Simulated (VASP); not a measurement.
# Nd (Fm-3m) in VASP: a series of runs, part 3 of 3

VASP 6.6.1.

### Step 6. Single point, RPBE, collinear spin, ferromagnetic start

Input file INCAR:

```
SYSTEM = Nd
  PREC = Accurate
  ENCUT = 600
  EDIFF = 1E-7
  ISMEAR = 0
  SIGMA = 0.1
  LREAL = .FALSE.
  LASPH = .TRUE.
  NELM = 150
  ALGO = Normal
  ISIF = 2
  LWAVE = .FALSE.
  LCHARG = .FALSE.
  ISPIN = 2
  MAGMOM = 3
  LORBIT = 11
  LMAXMIX = 6
  GGA = RP
```

Input file KPOINTS:

```
Automatic mesh
0
G
  9 9 9
  0 0 0
```

Input file POSCAR:

```
Nd
1.0
    0.0000000000      2.6049204508      2.6049204508
    2.6049204508      0.0000000000      2.6049204508
    2.6049204508      2.6049204508      0.0000000000
Nd
1
Direct
    0.0000000000      0.0000000000      0.0000000000
```

Potentials or basis: VASP PAW PBE potentials, release 64 (Nd_3), 4f in core.

Launch:

```sh
$ cat potpaw_PBE.64/Nd_3/POTCAR > POTCAR
$ mpirun -np 1 vasp_std > vasp.out
```

OUTCAR:

```text
SYSTEM = Nd
   PREC = Accurate
   ENCUT = 600
   EDIFF = 1E-7
   ISMEAR = 0
   LREAL = .FALSE.
   LASPH = .TRUE.
   NELM = 150
   ISIF = 2
   ISPIN = 2
   LORBIT = 11
   GGA = RP

 ion  position               nearest neighbor table
   1  0.000  0.000  0.000-

  LATTYP: Found a face centered cubic cell.
 ALAT       =     5.2098409016

  Lattice vectors:

 A1 = (   0.0000000000,   2.6049204508,   2.6049204508)
 A2 = (   2.6049204508,   0.0000000000,   2.6049204508)
 A3 = (   2.6049204508,   2.6049204508,   0.0000000000)

Analysis of symmetry for initial positions (statically):
=====================================================================
 Subroutine PRICEL returns:
 Original cell was already a primitive cell.

 Routine SETGRP: Setting up the symmetry group for a
 face centered cubic supercell.

 Subroutine GETGRP returns: Found 48 space group operations
 (whereof 48 operations were pure point group operations)
 out of a pool of 48 trial point group operations.

The static configuration has the point symmetry O_h .

Analysis of symmetry for dynamics (positions and initial velocities):
[... 1175 lines left out ...]
     11      12.4196      0.00000

------------------------ aborting loop because EDIFF is reached ----------------------------------------

 total charge

# of ion       s       p       d       tot
------------------------------------------
    1        2.158   5.778   0.951   8.887

 magnetization (x)

# of ion       s       p       d       tot
------------------------------------------
    1        0.000  -0.000  -0.000  -0.000

  FORCE on cell =-STRESS in cart. coord.  units (eV):
  Direction    XX          YY          ZZ          XY          YZ          ZX
  --------------------------------------------------------------------------------------
  -------------------------------------------------------------------------------------
  Total        0.3615867      0.3615867      0.3615867      0.0000000      0.0000000     -0.0000000
  in kB       16.3873829     16.3873829     16.3873829      0.0000000      0.0000000     -0.0000000
  external PRESSURE =      16.3873829 kB  Pullay stress =       0.0000000 kB

 VOLUME and BASIS-vectors are now :
 -----------------------------------------------------------------------------
  energy-cutoff  :      600.00
  volume of cell :       35.35
      direct lattice vectors                 reciprocal lattice vectors
     0.000000000  2.604920451  2.604920451    -0.191944441  0.191944441  0.191944441
     2.604920451  0.000000000  2.604920451     0.191944441 -0.191944441  0.191944441
     2.604920451  2.604920451  0.000000000     0.191944441  0.191944441 -0.191944441

 POSITION                                       TOTAL-FORCE (eV/Angst)
 -----------------------------------------------------------------------------------
      0.00000      0.00000      0.00000         0.000000      0.000000      0.000000
 -----------------------------------------------------------------------------------
    total drift:                               -0.000000     -0.000000      0.000000

  FREE ENERGIE OF THE ION-ELECTRON SYSTEM (eV)
  ---------------------------------------------------
  free  energy   TOTEN  =        -4.3391473439 eV

  energy  without entropy=       -4.3309363006  energy(sigma->0) =       -4.33504182

 total charge

# of ion       s       p       d       tot
------------------------------------------
    1        2.158   5.778   0.951   8.887

 magnetization (x)

# of ion       s       p       d       tot
------------------------------------------
    1        0.000  -0.000  -0.000  -0.000
```

OSZICAR:

```text
N       E                     dE             d eps       ncg     rms          rms(c)
DAV:   1     0.713895077467E+02    0.71390E+02   -0.61387E+03  1540   0.104E+03
DAV:   2    -0.125398286842E+01   -0.72643E+02   -0.71179E+02  1783   0.213E+02
DAV:   3    -0.332246774454E+01   -0.20685E+01   -0.20350E+01  2028   0.319E+01
DAV:   4    -0.341556782914E+01   -0.93100E-01   -0.92995E-01  1915   0.602E+00
DAV:   5    -0.341798579974E+01   -0.24180E-02   -0.24178E-02  2060   0.849E-01    0.941E+00
DAV:   6    -0.428386685332E+01   -0.86588E+00   -0.40318E-01  1732   0.459E+00    0.318E+00
DAV:   7    -0.433939702924E+01   -0.55530E-01   -0.11726E-01  1651   0.279E+00    0.136E+00
DAV:   8    -0.434198900214E+01   -0.25920E-02   -0.62064E-02  1930   0.163E+00    0.500E-01
DAV:   9    -0.433903791632E+01    0.29511E-02   -0.44441E-03  2095   0.439E-01    0.129E-01
DAV:  10    -0.433914345130E+01   -0.10553E-03   -0.11205E-03  1765   0.225E-01    0.692E-02
DAV:  11    -0.433913728754E+01    0.61638E-05   -0.22159E-04  2110   0.106E-01    0.233E-02
DAV:  12    -0.433914195077E+01   -0.46632E-05   -0.28172E-05  2039   0.325E-02    0.792E-03
DAV:  13    -0.433914721743E+01   -0.52667E-05   -0.19856E-05  1783   0.198E-02    0.244E-03
DAV:  14    -0.433914732972E+01   -0.11228E-06   -0.82043E-07  1885   0.748E-03    0.106E-03
DAV:  15    -0.433914734387E+01   -0.14151E-07   -0.17582E-07  1630   0.425E-03
   1 F= -.43391473E+01 E0= -.43350418E+01  d E =-.821104E-02  mag=    -0.0001
```

It took 25 s on 1 thread of Intel Xeon Platinum 8559C (Emerald Rapids), shared host; peak memory 0.2 GiB.

What came out:

```yaml
Free_energy: -4.3391 eV
Pressure: 1.6 GPa
Band_gap_on_the_k_mesh: none (metal or under the smearing width)
Net_moment: 0.00 μB per cell
Valence_electrons_inside_the_program's_atomic_spheres: Nd 8.89
```

Caveat: the magnetic or orbital state may not be the lowest; the PAW data sets were made with another functional, which shifts forces and pressure a little; spin-orbit coupling is left out, which moves the levels of the heavy elements; the 4f electrons are frozen in the core as for a trivalent ion, so they carry no moment and show no levels.

### Step 7. For comparison

An earlier run on the cell as given: functional PBE; potentials or basis VASP PAW PBE potentials, release 64 (Nd); cutoff 520 eV; k mesh 9 × 9 × 9; occupations fermi-dirac, width 0.05 eV; collinear spin, ferromagnetic start; starting moments [3.0] μB.

* Pressure: -0.2 GPa
* Band gap on the k mesh: none (metal or under the smearing width)
* Net moment: 4.18 μB per cell
* Site moments: Nd +3.38 μB
* Valence electrons inside the program's atomic spheres: Nd 11.20

### Step 8. The runs side by side

```csv
level,potentials or basis,cutoff (eV),smearing,gap on the mesh (eV),pressure (GPa),moment (μB)
LDA,"VASP PAW PBE potentials, release 64 (Nd_3), 4f in core",600,gaussian 0.05 eV,none,-3.6,0.00
RPBE,"VASP PAW PBE potentials, release 64 (Nd)",500,gaussian 0.02 eV,none,1.5,4.23
RPBE,"VASP PAW PBE potentials, release 64 (Nd_3), 4f in core",600,gaussian 0.1 eV,none,1.6,0.00
PBE,"VASP PAW PBE potentials, release 64 (Nd)",520,fermi-dirac 0.05 eV,none,-0.2,4.18
```

Alike in all rows: task single point; spin collinear, ferromagnetic start; cell as given; k mesh 9 × 9 × 9.

Caveats: the magnetic or orbital state may not be the lowest; spin-orbit coupling is left out, which moves the levels of the heavy elements; the PAW data sets were made with another functional, which shifts forces and pressure a little (some runs); the 4f electrons are frozen in the core as for a trivalent ion, so they carry no moment and show no levels (some runs).

Absolute energies hang on the potentials; compare differences alone.
